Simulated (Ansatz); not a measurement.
## What a change of settings does to a run on Ta

The structure comes from a relaxation in the same program, started in the diamond type, and has space group Fd-3m. Whether it is a known phase or the ground state wasn't checked.

First run: DFT, PBE, PAW with Ansatz's default frozen-core files, scalar-relativistic (Ansatz 0.2.0).

Command: `ansatz run input.yaml --threads 1 --pin off --max-ram 2048MiB --backend cpu --events-out ev --progress --plain --runs-dir out` The run took 26 s on 1 thread of Intel(R) Xeon(R) 6975P-C (Granite Rapids) (shared host), peak memory 0.41 GiB.

```yaml
crystal:
  lattice:
    - [0.0, 3.0532997162, 3.0532997162]
    - [3.0532997162, 0.0, 3.0532997162]
    - [3.0532997162, 3.0532997162, 0.0]
  atoms:
    - { symbol: Ta, position: [0.0, 0.0, 0.0] }
    - { symbol: Ta, position: [0.25, 0.25, 0.25] }
kpoints:
  mp_grid: { grid: [9, 9, 9] }
  band_path:
    path:
      - [0.0, 0.0, 0.0]
      - [0.5, 0.0, 0.5]
      - [0.625, 0.25, 0.625]
      - [0.375, 0.375, 0.75]
      - [0.0, 0.0, 0.0]
      - [0.5, 0.5, 0.5]
      - [0.5, 0.25, 0.75]
      - [0.5, 0.0, 0.5]
    npoints: 14
scf:
  occupations: { method: fermi_dirac, width: 0.03 }
hamiltonian:
  xc: pbe
  pseudopotentials: { kind: paw }
output:
  forces: true
  stress: true
  eigenvalues: true
  efg: { contact_densities: true }
  populations: true
  bader: true
  dos: { projected: true, de: 0.2, e_range: [-14, 8] }
  write_density: true
  write_potential: true
  elf: true
  volumetric_format: npy
```

Result: converged; pressure -0.02 GPa; no gap on the k mesh; 6 SCF iterations.

Spin–orbit coupling is left out, though it moves levels of the heavy atoms by tenths of an eV or more.

The input is then changed:

```diff
@@ -22,6 +22,7 @@
 scf:
   occupations: { method: fermi_dirac, width: 0.03 }
+  eigensolver: { kind: davidson }
 hamiltonian:
-  xc: pbe
+  xc: lda
   pseudopotentials: { kind: paw }
 output:
@@ -31,9 +32,9 @@
   efg: { contact_densities: true }
   populations: true
-  bader: true
-  dos: { projected: true, de: 0.2, e_range: [-14, 8] }
   write_density: true
   write_potential: true
   elf: true
   volumetric_format: npy
+basis:
+  precision: f64
```

Predict the outcome of the changed run.

It converged; pressure -5.92 GPa; no gap on the k mesh; 6 SCF iterations.
